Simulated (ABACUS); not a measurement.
V: equation of state with LDA-PW92

The system is V.

```
V
1.0
    -1.51435    1.51435    1.51435
     1.51435   -1.51435    1.51435
     1.51435    1.51435   -1.51435
V
1
Direct
  0.00000 0.00000 0.00000
```

* Program: ABACUS 3.10.1
* Task: equation of state
* Functional: LDA-PW92
* Potentials or basis: GBRV ultrasoft 1.5 LDA
* Cutoff: 544 eV
* Density cutoff: 4354 eV
* Basis: plane waves
* k mesh: 10 × 10 × 10
* Occupations: fermi-dirac, width 0.05 eV
* Spin: collinear spin, ferromagnetic start
* Starting moments: [2.0] μB
* Radial cutoff of the potentials (pseudo_rcut): 10 bohr
* SCF threshold on the density: 1e-08
* Max SCF steps: 100
* Eigensolver: dav
* Mixing: broyden
* Mixing share: 0.4
* Symmetry key: 1

| Property | Result |
| --- | --- |
| Equilibrium volume | 12.60 Å³/atom (rough: see the caveat) |
| Bulk modulus | 211 GPa (rough) |

Energy against volume, from the lowest point:
| volume (Å³/atom) | energy (meV/atom) |
| --- | --- |
| 13.058 | 0.00 |
| 13.613 | 37.09 |
| 14.169 | 96.24 |
| 14.725 | 173.29 |

All runs of the series together: 23 s on 4 threads of Intel(R) Xeon(R) 6975P-C (Granite Rapids), with other jobs on the host.

Caveat: the minimum lies outside the volumes run.
